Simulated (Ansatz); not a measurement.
How far is PAW off for WC?

```xyz
2
Lattice="2.9005 -0.0435 -0.0435 -1.4879 2.5337 -0.0159 -0.0424 -0.0424 2.8290" Properties=species:S:1:pos:R:3 pbc="T T T"
W     0.0000    0.0000    0.0000
C     1.4165    0.7943    1.3802
```

Atom numbers follow the list: W1, C2.

The geometry is COD entry 2102244, unchecked; take it as a test cell. The listed cell was then made from it by scaling, straining or moving an atom.

Spin–orbit coupling is left out, though it moves levels of the heavy atoms by tenths of an eV or more.

Levels of theory: DFT, PBE, PAW with Ansatz's default frozen-core files, scalar-relativistic (Ansatz 0.2.0); DFT, PBE, all-electron LAPW, scalar-relativistic (Ansatz 0.2.0).

For PAW: a Γ-centred 13×13×12 k mesh, Fermi–Dirac smearing of 0.05 eV, cutoff 420 eV, no spin polarisation. LAPW targets a basis error of 1 meV/atom. The Ansatz runs share mesh, smearing and spin set-up. Plane-wave (PAW) pressures include the program's estimate of the Pulay term.

Stress and pressure are positive in compression.

The change that made this cell: equal xy, yz and zx engineering shear strains of -3 %.

| quantity | PAW | LAPW |
| --- | --- | --- |
| pressure (GPa) | 9.51 | 9.59 |
| stress xx (GPa) | 9.33 | ? |
| stress yy (GPa) | 9.54 | 9.62 |
| stress zz (GPa) | ? | ? |
| stress yz (GPa) | 9.93 | 9.91 |
| stress xz (GPa) | 9.95 | 9.93 |
| stress xy (GPa) | 7.98 | 7.98 |
| force on W1, x (eV/Å) | -0.229 | -0.229 |
| force on C2, x (eV/Å) | 0.229 | 0.229 |

Question: Fill in "PAW" for the row "stress zz (GPa)".

Answer: 9.66.

Question: Give the missing entry: row "stress xx (GPa)", column "LAPW".

Answer: 9.41.

Question: Give the missing entry: row "stress zz (GPa)", column "LAPW".

Answer: 9.75.
